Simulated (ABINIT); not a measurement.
**How the form of the self-energy moves the gap of BaS (Fm-3m)**

How much does the gap of BaS (Fm-3m) depend on the approximation to the self-energy?

Program: ABINIT 10.8.3. Level of theory: PBE and many-body steps on it, plane waves. Results are calculated unless marked as measured.

### 1. The structure

Symmetry: Fm-3m, No. 225, cubic system. Conventional cell: a = 6.387 Å, b = 6.387 Å, c = 6.387 Å, α = 90.00°, β = 90.00°, γ = 90.00°. Nearest to Ba lie 6 S at 3.19 Å. Nearest to S lie 6 Ba at 3.19 Å. Farther neighbours and most contacts between anions are not listed.

The cell and positions come from the Crystallography Open Database and are kept as given unless a step says otherwise. Spin-orbit coupling is left out unless a step names it.

### 2. Empty states on the mesh, 4×4×4 mesh, 566 bands

This step: ABINIT 10.8.3; DFT, PBE, plane waves, norm-conserving pseudopotentials.

The sums over transitions need many empty states on a uniform mesh; this step solves for them.

run.abi reads:

```
acell 3*1.0 Angstrom
rprim 
  -0.000000000000 3.193750000000 3.193750000000
  3.193750000000 -0.000000000000 3.193750000000
  3.193750000000 3.193750000000 -0.000000000000
ntypat 2
znucl 56 16
natom 2
typat 1 2
xred 
  0.000000000000 0.000000000000 0.000000000000
  0.500000000000 0.500000000000 0.500000000000
pp_dirpath "pseudos"
pseudos "Ba.upf, S.upf"
ecut 20
ngkpt 4 4 4
nshiftk 1
shiftk 0 0 0
kptopt 1
chksymbreak 0
irdden 1
istwfk *1
nband 566
prtvol 0
optdriver 6
gwr_task "HDIAGO"
paral_kgb 0
occopt 1
indata_prefix "in"
outdata_prefix "out"
tmpdata_prefix "tmp"
```

Started as:

```sh
OMP_NUM_THREADS=1 mpirun -n 4 abinit run.abi > log
```

The log of the run:

```text
.Version 10.8.3 of ABINIT. v10.8.2 released Aug 2026.

 Symmetries : space group Fm -3 m (#225); Bravais cF (face-center cubic)
[... echo of the input left out ...]
== DATASET  1 ==================================================================
-   mpi_nproc: 4, omp_nthreads: 1 (-1 if OMP is not activated)

--- !DatasetInfo
iteration_state: {dtset: 1, }
dimensions: {natom: 2, nkpt: 8, mband: 566, nsppol: 1, nspinor: 1, nspden: 1, mpw: 1893, }
cutoff_energies: {ecut:  20.0, pawecutdg:  -1.0, }
[...]
Indirect band gap semiconductor
 Fundamental gap:     2.146 (eV)
   VBM:     3.680 (eV) at k: [ 0.0000E+00,  0.0000E+00,  0.0000E+00]
   CBM:     5.827 (eV) at k: [ 5.0000E-01,  5.0000E-01,  0.0000E+00]
 Direct gap:         2.272 (eV) at k: [ 5.0000E-01,  5.0000E-01,  0.0000E+00]

== END DATASET(S) ==============================================================
================================================================================

 -outvars: echo values of variables after computation  --------
           etotal      0.0000000000E+00
            nband         566
             nkpt           8
          spgroup         225
 [... the other variables as echoed above ...]

 Calculation completed.
```

Elapsed: 9.1 s, on 4 MPI ranks of Intel Xeon 6975P-C (Granite Rapids), shared host; peak memory 1.1 GiB.

Numbers from this step:

| Quantity | Value |
| --- | --- |
| gap | 2.146 eV |
| k of the valence top | 0, 0, 0 |
| k of the conduction bottom | 0.5, 0.5, 0 |
| least direct gap | 2.272 eV |
| k points computed | 8 |
| lowest point of the top converged band, above the valence top | 227.4828 eV |

On this mesh the gap is 2.146 eV.

The density comes from a self-consistent run that is not shown.

### 3. Screening, 4×4×4 mesh, 558 bands, screening to 304.8 eV

The RPA dielectric matrix is built and inverted for each q.

This step: RPA screening on PBE, plane waves, norm-conserving pseudopotentials.

run.abi, as its differences from that of step 2:

```diff
@@ -20,10 +20,11 @@
 chksymbreak 0
-irdden 1
 istwfk *1
-nband 566
-prtvol 0
-optdriver 6
-gwr_task "HDIAGO"
-paral_kgb 0
 occopt 1
+irdwfk 1
+optdriver 3
+nband 558
+ecuteps 11.2
+inclvkb 2
+awtr 1
+symchi 1
 indata_prefix "in"
```

The log of the run:

```text
.Version 10.8.3 of ABINIT. v10.8.2 released Aug 2026.

 Symmetries : space group Fm -3 m (#225); Bravais cF (face-center cubic)
[... echo of the input left out ...]
== DATASET  1 ==================================================================
-   mpi_nproc: 4, omp_nthreads: 1 (-1 if OMP is not activated)

--- !DatasetInfo
iteration_state: {dtset: 1, }
dimensions: {natom: 2, nkpt: 8, mband: 558, nsppol: 1, nspinor: 1, nspden: 1, mpw: 1893, }
cutoff_energies: {ecut:  20.0, pawecutdg:  -1.0, }
electrons: {nelect:   1.60000000E+01, charge:   0.00000000E+00, occopt:   1.00000000E+00, tsmear:   1.00000000E-02, }

 SCREENING: Calculation of the susceptibility and dielectric matrices

 Based on a program developped by R.W. Godby, V. Olevano, G. Onida, and L. Reining.
 Incorporated in ABINIT by V. Olevano, G.-M. Rignanese, and M. Torrent.
.Using double precision arithmetic ; gwpc =  8

[... cell and pseudopotentials left out ...]
--------------------------------------------------------------------------------

 ==== K-mesh for the wavefunctions ====
 Number of points in the irreducible wedge :     8
[... list of points left out ...]
 Together with 48 symmetry operations and time-reversal symmetry
 yields    64 points in the full Brillouin Zone.

 ==== Q-mesh for the screening function ====
 Number of points in the irreducible wedge :     8
[... list of points left out ...]
 Together with 48 symmetry operations and time-reversal symmetry
 yields    64 points in the full Brillouin Zone.

 setmesh: FFT mesh size selected  =    30x   30x   30
          total number of points  =        27000

 vcoul_init : cutoff-mode = AUXILIARY_FUNCTION
 q-points for optical limit:   1
     1)      0.000010    0.000020    0.000030

- screening: taking advantage of time-reversal symmetry
- Maximum band index for partially occupied states nbvw = 8
- Remaining bands to be divided among processors   nbcw = 550
- Number of bands treated by each node ~137

 Number of electrons calculated from density =   16.0000; Expected =   16.0000
 average of density, n =  0.036391
 r_s =    1.8720
 omega_plasma =   18.4014 [eV]

 calculating chi0 at frequencies [eV] :
  1    0.000000E+00    0.000000E+00
  2    0.000000E+00    1.840140E+01

--------------------------------------------------------------------------------
  q-point number  1        q = ( 0.000000, 0.000000, 0.000000) [r.l.u.]
--------------------------------------------------------------------------------
[... chi0 elements left out ...]
 For q-point:  0.000010 0.000020 0.000030
  dielectric constant =   4.7383
  dielectric constant without local fields =   5.5896

  Average fulfillment of the sum rule on Im[epsilon] for q-point    1 :     99.55  [%]
[... wings left out ...]
  q-point number  2        q = ( 0.250000, 0.000000, 0.000000) [r.l.u.]
--------------------------------------------------------------------------------
[... chi0 elements left out ...]
  Average fulfillment of the sum rule on Im[epsilon] for q-point    2 :    102.38  [%]

 [... 6 further q-points ...]
```

Wall time 3 min (4 MPI ranks); peak memory 2.6 GiB; 12 min of CPU time.

This step gave:

- ε∞ with local fields, on this mesh, along the program's q direction: 4.738
- the same without local fields: 5.590
- plasma frequency: 18.40 eV
- plane waves in the screening matrix: 749

Local fields lower ε∞ by 15 %.

### 4. G0W0, Godby-Needs plasmon pole

The self-energy is evaluated for the states that the input lists, and the levels follow from it, in one-shot runs by the linearised quasiparticle equation.

This step: G0W0 on PBE, plane waves, norm-conserving pseudopotentials.

run.abi, as its differences from that of step 3:

```diff
@@ -23,8 +23,17 @@
 irdwfk 1
-optdriver 3
+optdriver 4
 nband 558
+gwcalctyp 0
+ecutsigx 20
+symsigma 1
+nkptgw 2
+kptgw 
+  0.0000000000 0.0000000000 0.0000000000
+  0.5000000000 0.5000000000 0.0000000000
+bdgw 
+  6 12
+  7 10
 ecuteps 11.2
-inclvkb 2
-awtr 1
-symchi 1
+irdscr 1
+ppmodel 1
 indata_prefix "in"
```

The log of the run:

```text
.Version 10.8.3 of ABINIT. v10.8.2 released Aug 2026.

 Symmetries : space group Fm -3 m (#225); Bravais cF (face-center cubic)
[... echo of the input left out ...]
== DATASET  1 ==================================================================
-   mpi_nproc: 4, omp_nthreads: 1 (-1 if OMP is not activated)

--- !DatasetInfo
iteration_state: {dtset: 1, }
dimensions: {natom: 2, nkpt: 8, mband: 558, nsppol: 1, nspinor: 1, nspden: 1, mpw: 1893, }
cutoff_energies: {ecut:  20.0, pawecutdg:  -1.0, }
electrons: {nelect:   1.60000000E+01, charge:   0.00000000E+00, occopt:   1.00000000E+00, tsmear:   1.00000000E-02, }

 SIGMA: Calculation of the GW corrections

 Based on a program developped by R.W. Godby, V. Olevano, G. Onida, and L. Reining.
 Incorporated in ABINIT by V. Olevano, G.-M. Rignanese, and M. Torrent.
.Using double precision arithmetic ; gwpc =  8

[... cell and pseudopotentials left out ...]
--------------------------------------------------------------------------------

 ==== K-mesh for the wavefunctions ====
 Number of points in the irreducible wedge :     8
[... list of points left out ...]
 Together with 48 symmetry operations and time-reversal symmetry
 yields    64 points in the full Brillouin Zone.

 ==== Q-mesh for screening function ====
 Number of points in the irreducible wedge :     8
[... list of points left out ...]
 Together with 48 symmetry operations and time-reversal symmetry
 yields    64 points in the full Brillouin Zone.

 vcoul_init : cutoff-mode = AUXILIARY_FUNCTION
 q-points for optical limit:   1
     1)      0.000010    0.000020    0.000030
 setmesh: FFT mesh size selected  =    36x   36x   36
          total number of points  =        46656

 Number of electrons calculated from density =   16.0000; Expected =   16.0000
 average of density, n =  0.036391
 r_s =    1.8720
 omega_plasma =   18.4014 [eV]

 === KS Band Gaps ===
  >>>> For spin  1
   Minimum direct gap =   2.2723 [eV], located at k-point      :   0.5000  0.5000  0.0000
   Fundamental gap    =   2.1462 [eV], Top of valence bands at :   0.0000  0.0000  0.0000
                                       Bottom of conduction at :   0.5000  0.5000  0.0000
 SIGMA fundamental parameters:
 PLASMON POLE MODEL  1
 number of plane-waves for SigmaX                 1893
 number of plane-waves for SigmaC and W            749
 number of plane-waves for wavefunctions          1893
 number of bands                                   558
 number of independent spin polarizations            1
 number of spinorial components                      1
 number of k-points in IBZ                           8
 number of q-points in IBZ                           8
 number of symmetry operations                      48
 number of k-points in BZ                           64
 number of q-points in BZ                           64
 number of frequencies for dSigma/dE                 9
 frequency step for dSigma/dE [eV]                0.25
 number of omega for Sigma on real axis              0
 max omega for Sigma on real axis  [eV]           0.00
 zcut for avoiding poles [eV]                     0.10

 EPSILON^-1 parameters (SCR file):
 dimension of the eps^-1 matrix on file            749
 dimension of the eps^-1 matrix used               749
 number of plane-waves for wavefunctions          1893
 number of bands                                   558
 number of q-points in IBZ                           8
 number of frequencies                               2
 number of real frequencies                          1
 number of imag frequencies                          1

 matrix elements of self-energy operator (all in [eV])

 Perturbative Calculation

--- !SelfEnergy_ee
iteration_state: {dtset: 1, }
kpoint     : [   0.000,    0.000,    0.000, ]
spin       : 1
KS_gap     :    3.626
QP_gap     :    4.986
Delta_QP_KS:    1.360
data: !SigmaeeData |
     Band     E0 <VxcDFT>   SigX SigC(E0)      Z dSigC/dE  Sig(E)    E-E0       E
        6   3.680 -12.602 -15.738   1.518   0.767  -0.304 -13.843  -1.241   2.439
        7   3.680 -12.602 -15.738   1.518   0.767  -0.304 -13.843  -1.241   2.439
        8   3.680 -12.602 -15.738   1.518   0.767  -0.304 -13.843  -1.241   2.439
        9   7.306  -7.958  -3.979  -3.834   0.820  -0.219  -7.839   0.119   7.425
       10   7.586  -8.923  -4.509  -3.904   0.819  -0.220  -8.505   0.417   8.004
       11   7.586  -8.923  -4.509  -3.904   0.819  -0.220  -8.505   0.417   8.004
       12   7.586  -8.923  -4.509  -3.904   0.819  -0.220  -8.505   0.417   8.004

--- !SelfEnergy_ee
iteration_state: {dtset: 1, }
kpoint     : [   0.500,    0.500,    0.000, ]
spin       : 1
KS_gap     :    2.272
QP_gap     :    3.751
Delta_QP_KS:    1.478
data: !SigmaeeData |
     Band     E0 <VxcDFT>   SigX SigC(E0)      Z dSigC/dE  Sig(E)    E-E0       E
        7   3.554 -12.533 -15.726   1.560   0.766  -0.305 -13.784  -1.251   2.303
        8   3.554 -12.533 -15.726   1.560   0.766  -0.305 -13.784  -1.251   2.303
        9   5.827  -7.957  -4.168  -3.513   0.824  -0.214  -7.730   0.227   6.054
       10   9.648 -10.954  -6.025  -4.136   0.816  -0.225 -10.307   0.647  10.295

== END DATASET(S) ==============================================================
================================================================================

 -outvars: echo values of variables after computation  --------
           etotal      0.0000000000E+00
            nband         558
             nkpt           8
          spgroup         225
 [... the other variables as echoed above ...]

 Calculation completed.
```

Wall time 9.1 min (4 MPI ranks); peak memory 3.5 GiB; 36 min of CPU time.

This step gave:

```yaml
g0w0_gap_on_the_points_computed: 3.615 eV
starting_gap_on_the_mesh: 2.146 eV
k_of_the_valence_top: 0, 0, 0
k_of_the_conduction_bottom: 0.5, 0.5, 0
z_at_the_valence_top: 0.767
z_at_the_conduction_bottom: 0.824
least_direct_g0w0_gap_on_the_computed_points: 3.751 eV
```

The gap on the mesh goes from 2.15 eV to 3.62 eV, a correction of +1.47 eV.

### 5. G0W0, Hybertsen-Louie plasmon pole

run.abi, as its differences from that of step 4:

```diff
@@ -37,3 +37,3 @@
 irdscr 1
-ppmodel 1
+ppmodel 2
 indata_prefix "in"
```

The log of the run:

```text
.Version 10.8.3 of ABINIT. v10.8.2 released Aug 2026.

 Symmetries : space group Fm -3 m (#225); Bravais cF (face-center cubic)
[... echo of the input left out ...]
== DATASET  1 ==================================================================
-   mpi_nproc: 4, omp_nthreads: 1 (-1 if OMP is not activated)

--- !DatasetInfo
iteration_state: {dtset: 1, }
dimensions: {natom: 2, nkpt: 8, mband: 558, nsppol: 1, nspinor: 1, nspden: 1, mpw: 1893, }
cutoff_energies: {ecut:  20.0, pawecutdg:  -1.0, }
electrons: {nelect:   1.60000000E+01, charge:   0.00000000E+00, occopt:   1.00000000E+00, tsmear:   1.00000000E-02, }

 SIGMA: Calculation of the GW corrections

 Based on a program developped by R.W. Godby, V. Olevano, G. Onida, and L. Reining.
 Incorporated in ABINIT by V. Olevano, G.-M. Rignanese, and M. Torrent.
.Using double precision arithmetic ; gwpc =  8

[... cell and pseudopotentials left out ...]
--------------------------------------------------------------------------------

 ==== K-mesh for the wavefunctions ====
 Number of points in the irreducible wedge :     8
[... list of points left out ...]
 Together with 48 symmetry operations and time-reversal symmetry
 yields    64 points in the full Brillouin Zone.

 ==== Q-mesh for screening function ====
 Number of points in the irreducible wedge :     8
[... list of points left out ...]
 Together with 48 symmetry operations and time-reversal symmetry
 yields    64 points in the full Brillouin Zone.

 vcoul_init : cutoff-mode = AUXILIARY_FUNCTION
 q-points for optical limit:   1
     1)      0.000010    0.000020    0.000030
 setmesh: FFT mesh size selected  =    36x   36x   36
          total number of points  =        46656

 Number of electrons calculated from density =   16.0000; Expected =   16.0000
[...]
number of omega for Sigma on real axis              0
 max omega for Sigma on real axis  [eV]           0.00
 zcut for avoiding poles [eV]                     0.10

 EPSILON^-1 parameters (SCR file):
 dimension of the eps^-1 matrix on file            749
 dimension of the eps^-1 matrix used               749
 number of plane-waves for wavefunctions          1893
 number of bands                                   558
 number of q-points in IBZ                           8
 number of frequencies                               2
 number of real frequencies                          1
 number of imag frequencies                          1

 matrix elements of self-energy operator (all in [eV])

 Perturbative Calculation

--- !SelfEnergy_ee
iteration_state: {dtset: 1, }
kpoint     : [   0.000,    0.000,    0.000, ]
spin       : 1
KS_gap     :    3.626
QP_gap     :    5.135
Delta_QP_KS:    1.509
data: !SigmaeeData |
     Band     E0 <VxcDFT>   SigX SigC(E0)      Z dSigC/dE  Sig(E)    E-E0       E
        6   3.680 -12.602 -15.738   1.137   0.810  -0.235 -14.221  -1.619   2.062
        7   3.680 -12.602 -15.738   1.137   0.810  -0.235 -14.221  -1.619   2.062
        8   3.680 -12.602 -15.738   1.137   0.810  -0.235 -14.221  -1.619   2.062
[...]
--- !SelfEnergy_ee
iteration_state: {dtset: 1, }
kpoint     : [   0.500,    0.500,    0.000, ]
spin       : 1
KS_gap     :    2.272
QP_gap     :    3.870
Delta_QP_KS:    1.597
data: !SigmaeeData |
     Band     E0 <VxcDFT>   SigX SigC(E0)      Z dSigC/dE  Sig(E)    E-E0       E
[...]
9   5.827  -7.957  -4.168  -3.827   0.847  -0.181  -7.989  -0.032   5.795
       10   9.648 -10.954  -6.025  -4.498   0.836  -0.196 -10.594   0.360  10.008

== END DATASET(S) ==============================================================
================================================================================

 -outvars: echo values of variables after computation  --------
           etotal      0.0000000000E+00
            nband         558
             nkpt           8
          spgroup         225
 [... the other variables as echoed above ...]

 Calculation completed.
```

Run time: 8.3 min. Hardware: 4 MPI ranks; peak memory 3.3 GiB.

Numbers from this step:

| Quantity | Value |
| --- | --- |
| G0W0 gap on the points computed | 3.733 eV |
| starting gap on the mesh | 2.146 eV |
| k of the valence top | 0, 0, 0 |
| k of the conduction bottom | 0.5, 0.5, 0 |
| Z at the valence top | 0.81 |
| Z at the conduction bottom | 0.847 |
| least direct G0W0 gap on the computed points | 3.87 eV |

Against G0W0 in ABINIT (4×4×4 mesh, 558 bands, screening to 304.8 eV, Godby-Needs plasmon pole), the gap moves by +0.118 eV.

### 6. G0W0, von der Linden-Horsch plasmon pole

run.abi, as its differences from that of step 5:

```diff
@@ -37,3 +37,3 @@
 irdscr 1
-ppmodel 2
+ppmodel 3
 indata_prefix "in"
```

The log of the run:

```text
.Version 10.8.3 of ABINIT. v10.8.2 released Aug 2026.

 Symmetries : space group Fm -3 m (#225); Bravais cF (face-center cubic)
[... echo of the input left out ...]
== DATASET  1 ==================================================================
-   mpi_nproc: 4, omp_nthreads: 1 (-1 if OMP is not activated)

--- !DatasetInfo
iteration_state: {dtset: 1, }
dimensions: {natom: 2, nkpt: 8, mband: 558, nsppol: 1, nspinor: 1, nspden: 1, mpw: 1893, }
cutoff_energies: {ecut:  20.0, pawecutdg:  -1.0, }
[...]
Band     E0 <VxcDFT>   SigX SigC(E0)      Z dSigC/dE  Sig(E)    E-E0       E
[...]
9   5.827  -7.957  -4.168  -3.957   0.863  -0.158  -8.103  -0.145   5.681
       10   9.648 -10.954  -6.025  -4.538   0.851  -0.175 -10.621   0.333   9.981

== END DATASET(S) ==============================================================
================================================================================

 -outvars: echo values of variables after computation  --------
           etotal      0.0000000000E+00
            nband         558
             nkpt           8
          spgroup         225
 [... the other variables as echoed above ...]

 Calculation completed.
```

Wall time 1.9 min (4 MPI ranks); peak memory 3 GiB; 7.4 min of CPU time.

This step gave:

* G0W0 gap on the points computed: 3.664 eV
* starting gap on the mesh: 2.146 eV
* k of the valence top: 0, 0, 0
* k of the conduction bottom: 0.5, 0.5, 0
* least direct G0W0 gap on the computed points: 3.81 eV

Against G0W0 in ABINIT (4×4×4 mesh, 558 bands, screening to 304.8 eV, Godby-Needs plasmon pole), the gap moves by +0.049 eV.

(Continued in part 2 of 2.)

[Paths, hosts, dates, memory and timing lines, banners, echoed tables and standing remarks are left out of the program output.]

[Logs are printed without paths, hosts, clocks, repeated set-up lines and the standing remarks that a program may print on its own settings, such as how far it seeks lower states.]

[Runs of the session that timed out or met a known fault of the program may be left out.]

[Hosts, paths, dates, database ids (printed as entryN), source tags and the programs' standing remarks are cut or masked in the printed files.]

[G0W0 gaps are taken among the corrected bands and points alone; a level outside them can change the order at an edge.]

[Where Ansatz stands beside ABINIT at settings called matched, ABINIT's density can come from a denser mesh and the files from another edition; pairs whose starting gaps differed by over 0.03 eV were left out, so agreement reads better than it is.]
